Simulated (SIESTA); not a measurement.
Runs of SIESTA 5.4.2 on AlRu. The structure is cubic, space group Pm-3m (No. 221). The conventional cell has a = 2.992 Å, b = 2.992 Å, c = 2.992 Å, α = 90.00°, β = 90.00°, γ = 90.00°. Ru (site symmetry m-3m) is surrounded by 8 Al at 2.59 Å. Al (site symmetry m-3m) is surrounded by 8 Ru at 2.59 Å. 

| potentials or basis | gap on the mesh (eV) | pressure (GPa) | relaxed volume (Å³/atom) |
| --- | --- | --- | --- |
| Ansatz (PBE files), DZP (energy shift 0.003 Ry; two zetas on semicore shells) | none | 0.0 | 13.76 |
| PseudoDojo 0.4 stringent (PBE files), DZP (energy shift 0.003 Ry; two zetas on semicore shells) | none | 0.0 | 13.65 |
| PseudoDojo 0.5 standard (PBE files), DZP (energy shift 0.003 Ry; two zetas on semicore shells) | none | 0.0 | 13.65 |
| PseudoDojo 0.4 standard (PBE files), DZP (energy shift 0.003 Ry; two zetas on semicore shells) | none | 0.0 | 13.65 |
| SPMS 1.0 (PBE files) or PseudoDojo by element, DZP (energy shift 0.003 Ry; two zetas on semicore shells) | none | 0.0 | (a) |
| SG15 1.2 with PseudoDojo 0.4 standard (PBE files), DZP (energy shift 0.003 Ry; two zetas on semicore shells) | none | 0.0 | 13.62 |

Alike in all rows: task relaxation of cell and atoms; level PBE; no spin polarisation; cell relaxed; k mesh 6 × 6 × 6; smearing fermi-dirac 0.05 eV; grid cutoff 800 Ry; energy shift 0.003 Ry.

Problem. Fill in the values left out.

Solution. (a) 13.60.

Caveats: the basis of atomic orbitals isn't converged, which shifts pressures, moduli and gaps; short orbitals over semicore shells can move pressures by several GPa (some runs); the valence orbitals were made in a potential fitted to the semicore shell under them, which widens gaps by tenths of an eV or more (some runs).

A k mesh can miss the band edges, and the runs leave out spin-orbit coupling on Ru.

A gap of «none» marks a metal or a gap under the smearing width.
